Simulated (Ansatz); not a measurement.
# SiO2: computed properties

Method: DFT PBE, scalar-relativistic, plane waves, PAW in Ansatz 0.2.0.

Plane waves to 420 eV, a k mesh through Γ of 6×6×6 on the computed 6-atom cell and Gaussian smearing (0.02 eV); no spin polarisation.

The structure is relaxed at this level of theory with its symmetry kept. This form isn't the usual stable structure of the compound.

```
CELL_PARAMETERS angstrom
-2.51337 2.51337 3.68939
2.51337 -2.51337 3.68939
2.51337 2.51337 -3.68939
ATOMIC_POSITIONS crystal
Si 0.00000 0.00000 0.00000
Si 0.75000 0.25000 0.50000
O 0.96701 0.62500 0.84201
O 0.37500 0.21701 0.34201
O 0.78299 0.12500 0.15799
O 0.87500 0.03299 0.65799
```

| Quantity | Value |
| --- | --- |
| Space group | I-42d (No. 122) |
| Volume per atom | 15.54 Å³ |
| Formation energy from the elements' standard states (uncorrected) | -2.786 eV/atom |
| Kohn–Sham band gap | 5.73 eV |
| Löwdin character of the top 1 eV of the valence band | O 2p 96 % |
| Löwdin character of the lowest 1 eV of the conduction band | Si 3s 41 %, O 2s 20 %, Si 3p 16 %, unprojected 19 % |
| Bader charges (e) | Si (2 in the cell) 3.30, O (4 in the cell) -1.65 |